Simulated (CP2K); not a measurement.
ZrO2:

```
Zr O
1.0
     3.59928    0.00000    0.00000
     1.79964    3.11706    0.00000
     1.79964    1.03902    2.93880
Zr O
1 2
Cartesian
  0.0000 0.0000 0.0000
  5.3989 3.1171 2.2041
  1.7996 1.0390 0.7347
```

Measurements of this composition are mostly on another form, of space group No. 14.

Base run:

| Quantity | Value |
| --- | --- |
| Program | CP2K 2026.2 |
| Functional | optB88-vdW |
| Potentials or basis | POTENTIAL_UZH Zr GTH-PBE-q12, O GTH-PBE-q6; TZVP-MOLOPT-PBE-GTH basis |
| Density cutoff | 11565 eV |
| k mesh | 9 × 9 × 9 |
| Occupations | fermi-dirac, width 0.05 eV |
| Spin | no spin polarisation |

Its results: band gap on the k mesh 3.50 eV, indirect (least direct gap 3.97 eV); pressure 5.0 GPa.

After a change of settings the same cell gave: band gap on the k mesh 3.37 eV, indirect (least direct gap 3.86 eV); pressure -4.6 GPa. Which change was it?
A. functional from optB88-vdW to BEEF-vdW
B. functional from optB88-vdW to revPBE
C. functional from optB88-vdW to PBEsol
D. functional from optB88-vdW to LDA

D.

Caveats: the potentials were made for another functional, which shifts forces and pressure; an odd mesh through Γ misses points on the zone boundary, where band edges often lie; the basis of atomic orbitals isn't converged, which shifts pressures, moduli and gaps.
